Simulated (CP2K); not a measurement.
The system is GaP.

```
Ga P
1.0
     3.85409    0.00000    0.00000
     1.92704    3.33774    0.00000
     1.92704    1.11258    3.14685
Ga P
1 1
Direct
  0.00000 0.00000 0.00000
  0.75000 0.75000 0.75000
```

Base run:

| Quantity | Value |
| --- | --- |
| Program | CP2K 2026.2 |
| Functional | PBE |
| Potentials or basis | POTENTIAL_UZH Ga GTH-PBE-q13, P GTH-PBE-q5; TZVP-MOLOPT-PBE-GTH basis |
| Density cutoff | 6123 eV |
| k mesh | 8 × 8 × 8 |
| Occupations | fermi-dirac, width 0.05 eV |
| Spin | no spin polarisation |

Its results: band gap on the k mesh 1.66 eV, indirect (least direct gap 1.78 eV); pressure 2.9 GPa.

Problem. The run is repeated on the same cell with these changes: functional from PBE to PBEsol; occupations from fermi-dirac, width 0.05 eV to fermi-dirac, width 0.1 eV. What comes out?

Solution. Band gap on the k mesh 1.51 eV, indirect (least direct gap 1.69 eV); pressure 0.3 GPa.

Caveats: the basis of atomic orbitals isn't converged, which shifts pressures, moduli and gaps; the potentials were made for another functional, which shifts forces and pressure (some runs).

A k mesh can miss the band edges.

Not every run made on this cell is shown here.
